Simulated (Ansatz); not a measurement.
## CdS (P6_3mc), phonons: input and output

Method: PBEsol, PAW on Ansatz 0.2.0's default frozen-core files (fitted under PBE), scalar-relativistic.

Cell and atoms were relaxed beforehand by PAW with this functional.

Launched as:

```sh
ansatz run input.yaml --threads 1 --pin off --max-ram 3072MiB --backend cpu --events-out ev --progress --plain --runs-dir out
```

Input file:

```yaml
crystal:
  lattice:
    - [4.12385739425, 0.0, 0.0]
    - [-2.06192869713, 3.57136526501, 0.0]
    - [0.0, 0.0, 6.70968583219]
  atoms:
    - { symbol: Cd, position: [0.333333333333, 0.666666666667, -0.000777098017] }
    - { symbol: Cd, position: [0.666666666667, 0.333333333333, 0.499222901983] }
    - { symbol: S, position: [0.333333333333, 0.666666666667, 0.375777098017] }
    - { symbol: S, position: [0.666666666667, 0.333333333333, 0.875777098017] }
kpoints:
  mp_grid: { grid: [6, 6, 4] }
scf:
  occupations: { method: fixed }
hamiltonian:
  xc: pbesol
  pseudopotentials: { kind: paw }
phonons:
  supercell: [1, 1, 1]
```

The program printed:

```
Warning: RAYON_NUM_THREADS=1 ignored (pool sized by the plan → 1); use --threads N
Engine: ansatz 0.2.0, x86_64-unknown-linux-gnu
Pseudopotentials: kind: paw
Pseudopotential: Cd, paw, valence charge 20, recommended cutoff 420 eV (normal), Cd.paw.azcp
Pseudopotential: S, paw, valence charge 6, recommended cutoff 420 eV (normal), S.paw.azcp
Functional definition: PBEsol
  exchange = pbesol_x
  correlation = pbesol_c
Crystal: 4 atoms, lattice volume = 98.819 Å³
Basis set: ecut = 420 eV, 1943 PW (Γ), exchange–correlation on 60×60×90 points (8 copies of the dense FFT grid, shifted against one another)
Bands: 32, of which v1, the nominal top of the filled ones, is band 26 counted from 1 (25 counted from 0)
Symmetry: 12 space group operations
k-points: 21 of 144 (time reversal used)
Non-local potential: Cd, projectors of the file, l = 0: 3, l = 1: 2, l = 2: 2, l = 3: 1
Non-local potential: S, projectors of the file, l = 0: 2, l = 1: 2, l = 2: 2
PAW form: soft (Blöchl's): semilocal exchange-correlation on the pseudo side does not see the compensation charge
PAW frozen core: Cd, regenerated for the run's functional, and the local potential with it (the file was generated under x = pbe(κ = 0.804, μ = 0.2195149727645171), c = pbe(β = 0.06672455060314922))
PAW frozen core: S, regenerated for the run's functional, and the local potential with it (the file was generated under x = pbe(κ = 0.804, μ = 0.2195149727645171), c = pbe(β = 0.06672455060314922))
PAW one-centre angular grid: Cd, 590 points (default); XC on 64 Gauss nodes
PAW one-centre angular grid: S, 110 points (default); XC on 64 Gauss nodes
Initial density: superposition of atomic densities (neutral atoms: chi_scale 0, normalization atom), corrected by the library's trained network
Initial wavefunctions: pseudopotential atomic-orbital guess
Functional: x = pbesol(κ = 0.804, μ = 0.12345679012345678), c = pbesol(β = 0.046)
SCF iter   1: F=—  HF=-18140.460489 eV  |F-HF|=—  |Δ(HF+E_count)|=         —  Δρ=5.18e-3  dr2=3.55e-2  ethr=1.77e-3  ⟨swp⟩=4.8  Hψ=2278  notcnv=0  defer=81
preconditioner: auto → Resta (q_TF=auto, 2.451 Å⁻¹)  ε∞=4.8  [insulator: Δε(μ)=1.026 eV  Ē_g=11.549 eV  n_scr=22 (ndim 8)  ℏωp=22.4 eV  f_vac=0.125  ε∞_Penn≈4.8]
SCF iter   2: F=—  HF=-18140.451862 eV  |F-HF|=—  |Δ(HF+E_count)|=   8.63e-3  Δρ=1.97e-3  dr2=6.08e-3  ethr=6.83e-5  ⟨swp⟩=2.9  Hψ=1237  notcnv=0  defer=83
SCF iter   3: F=—  HF=-18140.450325 eV  |F-HF|=—  |Δ(HF+E_count)|=   1.54e-3  Δρ=4.65e-4  dr2=2.54e-4  ethr=1.17e-5  ⟨swp⟩=2.0  Hψ=1026  notcnv=0  defer=83
SCF iter   4: F=—  HF=-18140.450392 eV  |F-HF|=—  |Δ(HF+E_count)|=   6.66e-5  Δρ=1.99e-4  dr2=5.49e-5  ethr=4.89e-7  ⟨swp⟩=2.7  Hψ=1042  notcnv=0  defer=78
SCF iter   5: F=—  HF=-18140.450400 eV  |F-HF|=—  |Δ(HF+E_count)|=   8.02e-6  Δρ=5.01e-5  dr2=3.37e-6  ethr=1.06e-7  ⟨swp⟩=2.6  Hψ=1093  notcnv=0  defer=35
SCF iter   6: F=—  HF=-18140.450401 eV  |F-HF|=—  |Δ(HF+E_count)|=   9.09e-7  Δρ=1.32e-5  dr2=2.43e-7  ethr=6.48e-9  ⟨swp⟩=2.0  Hψ=1014  notcnv=0  defer=35
SCF iter   7: F=—  HF=-18140.450401 eV  |F-HF|=—  |Δ(HF+E_count)|=   6.04e-7  Δρ=2.99e-6  dr2=1.26e-8  ethr=4.67e-10  ⟨swp⟩=2.0  Hψ=993  notcnv=0  defer=35
[... 22 lines left out ...]
SCF iter   3: F=—  HF=-18140.450384 eV  |F-HF|=—  |Δ(HF+E_count)|=  2.55e-11  Δρ=3.56e-7  dr2=5.65e-11  ethr=1.00e-12  ⟨swp⟩=1.0  Hψ=1426  notcnv=0  defer=78
SCF iter   4: F=-18140.450384 eV  HF=-18140.450384 eV  |F-HF|=0.00e0  |Δ(HF+E_count)|=  2.91e-11  Δρ=5.27e-8  dr2=3.46e-12  ethr=1.00e-12  ⟨swp⟩=4.6  Hψ=6254  notcnv=0
SCF 3 converged in 4 iterations: F = -18140.450384 eV  dr2 = 3.46e-12
  greatest PAW one-centre occupation: 1.000 electrons in one spin orbital (limit 2), on the Cd atom at site 0 (counted from 0), in its partial waves of l = 0
iter 1 solved again at ethr=1.76e-7 eV; its pass at ethr=3.10e-3 eV (dr2=9.18e-5 eV) is discarded
SCF iter   1: F=—  HF=-18140.450404 eV  |F-HF|=—  |Δ(HF+E_count)|=         —  Δρ=1.04e-4  dr2=5.70e-6  ethr=1.76e-7  ⟨swp⟩=2.1  Hψ=6003  notcnv=0  defer=141
SCF iter   2: F=—  HF=-18140.450386 eV  |F-HF|=—  |Δ(HF+E_count)|=   1.84e-5  Δρ=5.12e-5  dr2=1.10e-6  ethr=1.10e-8  ⟨swp⟩=2.0  Hψ=2182  notcnv=0  defer=78
SCF iter   3: F=—  HF=-18140.450386 eV  |F-HF|=—  |Δ(HF+E_count)|=   3.21e-7  Δρ=1.12e-5  dr2=1.28e-7  ethr=2.11e-9  ⟨swp⟩=2.3  Hψ=2081  notcnv=0  defer=78
SCF iter   4: F=—  HF=-18140.450386 eV  |F-HF|=—  |Δ(HF+E_count)|=   8.74e-9  Δρ=3.04e-6  dr2=1.41e-8  ethr=2.46e-10  ⟨swp⟩=2.0  Hψ=1711  notcnv=0  defer=78
SCF iter   5: F=—  HF=-18140.450386 eV  |F-HF|=—  |Δ(HF+E_count)|=  6.55e-11  Δρ=1.73e-6  dr2=2.68e-9  ethr=2.71e-11  ⟨swp⟩=2.0  Hψ=2413  notcnv=0  defer=78
SCF iter   6: F=—  HF=-18140.450386 eV  |F-HF|=—  |Δ(HF+E_count)|=  3.64e-11  Δρ=3.04e-7  dr2=1.46e-10  ethr=5.16e-12  ⟨swp⟩=2.0  Hψ=2413  notcnv=0  defer=78
SCF iter   7: F=—  HF=-18140.450386 eV  |F-HF|=—  |Δ(HF+E_count)|=  1.38e-10  Δρ=8.76e-8  dr2=1.17e-11  ethr=1.00e-12  ⟨swp⟩=2.1  Hψ=1638  notcnv=0  defer=78
SCF iter   8: F=-18140.450386 eV  HF=-18140.450386 eV  |F-HF|=1.09e-11  |Δ(HF+E_count)|=  1.82e-11  Δρ=4.65e-8  dr2=2.32e-12  ethr=1.00e-12  ⟨swp⟩=5.0  Hψ=5792  notcnv=0
SCF 4 converged in 8 iterations: F = -18140.450386 eV  dr2 = 2.32e-12
iter 1 solved again at ethr=1.71e-12 eV; its pass at ethr=3.10e-3 eV (dr2=8.92e-10 eV) is discarded
SCF iter   1: F=—  HF=-18140.450404 eV  |F-HF|=—  |Δ(HF+E_count)|=         —  Δρ=1.87e-6  dr2=1.14e-9  ethr=1.71e-12  ⟨swp⟩=3.3  Hψ=6644  notcnv=0  defer=78
SCF iter   2: F=—  HF=-18140.450382 eV  |F-HF|=—  |Δ(HF+E_count)|=   2.16e-5  Δρ=9.10e-7  dr2=2.10e-10  ethr=1.71e-12  ⟨swp⟩=3.0  Hψ=3335  notcnv=0  defer=78
SCF iter   3: F=—  HF=-18140.450382 eV  |F-HF|=—  |Δ(HF+E_count)|=  2.55e-11  Δρ=4.76e-7  dr2=5.43e-11  ethr=1.00e-12  ⟨swp⟩=1.0  Hψ=1426  notcnv=0  defer=78
SCF iter   4: F=-18140.450382 eV  HF=-18140.450382 eV  |F-HF|=3.64e-12  |Δ(HF+E_count)|=  2.55e-11  Δρ=4.64e-8  dr2=2.23e-12  ethr=1.00e-12  ⟨swp⟩=4.1  Hψ=6365  notcnv=0
SCF 5 converged in 4 iterations: F = -18140.450382 eV  dr2 = 2.23e-12
SCF converged after 9 iterations
Free energy (F): -18140.450401 eV
Harris-Foulkes:  -18140.450401 eV  (|F-HF|=1.46e-11)
Internal energy: -18140.450401 eV  (E = F + TS)
E sigma→0 (E₀):  -18140.450401 eV
Fermi energy:    6.862422 eV
--- Per-component energies (eV) ---
  E_band       = -1015.382628
  E_kinetic    = 1222.753091
  E_local      = -8023.392346  (includes V_loc(G=0)·N_el)
  E_nonlocal   = 130.864619
  E_hartree    = 3680.034283
  E_xc         = -542.565093
  E_vxc        = -616.036213  (∫ρ·V_xc dr)
  E_paw        = -9196.466408  (= ΣΔE_a)
  E_vpaw       = -1089.640643  (= ΣTr[D̂ρ^β])
  E_aug_tail   = 0.000029  (compensation charges beyond the density's cutoff)
  E_ewald      = -5412.486394
  E_core_change = 0.807818  (= ΣΔE_core)
  E_smearing   = -0.000000  (= −TS)
  E_closure    = 0.000000  (closes the sum)
  Σ components = -18140.450401   (vs F -18140.450401, Δ=0.00e0)
--- Forces (eV/Å), atoms counted from 1 ---
  atom   1  Cd     0.00000000     0.00000000     0.00123569
  atom   2  Cd    -0.00000000    -0.00000000     0.00123569
  atom   3  S      0.00000000     0.00000000    -0.00123497
  atom   4  S     -0.00000000    -0.00000000    -0.00123497
  max |Σ_I F_I| component: 1.44e-6 eV/Å
--- Phonons: 4 displaced members + reference (amplitude 0.0025 Å, Σ member SCF iterations 23) ---
  symmetry images taken by strict's conditions (phonons.symmetry_images: auto; settled by no image being taken that strict refuses)
  ASR residual: 1.571e-4 → 0.000e0 eV/Å²; symmetrization residual: 5.575e-5 eV/Å²
  largest component of a force at the reference: 1.2e-3 eV/Å
  ASR residual per site (eV/Å²): 1.57e-4 1.57e-4 7.27e-5 7.27e-5
  Γ frequencies (cm⁻¹): 0.00 0.00 0.00 41.80 41.80 132.92 228.70 236.25 236.25 249.07 249.07 295.22
  density of states and harmonic sums: on the 17×17×9 q-mesh, interpolated from the force constants of a 1×1×1 supercell (no non-analytic term)
  largest difference from the sums on the solved wave vectors: F 4.65e-1 eV, S 7.24e-4 and C_V 2.58e-4 eV/K
```

Self-consistency was reached.

### Zone-centre phonons

Harmonic phonons of a crystal by Kohn-Sham DFT at the given cell, standard atomic masses, acoustic sum rule imposed; negative wavenumbers are unstable modes; optical zone-centre levels upwards with Mulliken labels, activity, and the element with most of the kinetic energy.

- Point group: 6mm

```csv
number,phonon wavenumber (cm⁻¹),label,infrared,raman,lead element
1,41.8,E2,no,yes,Cd
2,132.9,B1,no,no,Cd
3,228.7,A1,yes,yes,S
4,236.2,E1,yes,yes,S
5,249.1,E2,no,yes,S
6,295.2,B1,no,no,S
```

Limits of these numbers: frozen-core PAW files fitted under PBE, their cores solved anew for the functional of the run; zone-boundary modes aren't tested; no LO-TO term at the zone centre.

Time and hardware: 38 s on 1 thread of Intel(R) Xeon(R) Platinum 8259CL CPU @ 2.50GHz (Skylake/Cascade Lake), with other jobs on the host, peak memory 0.47 GiB.
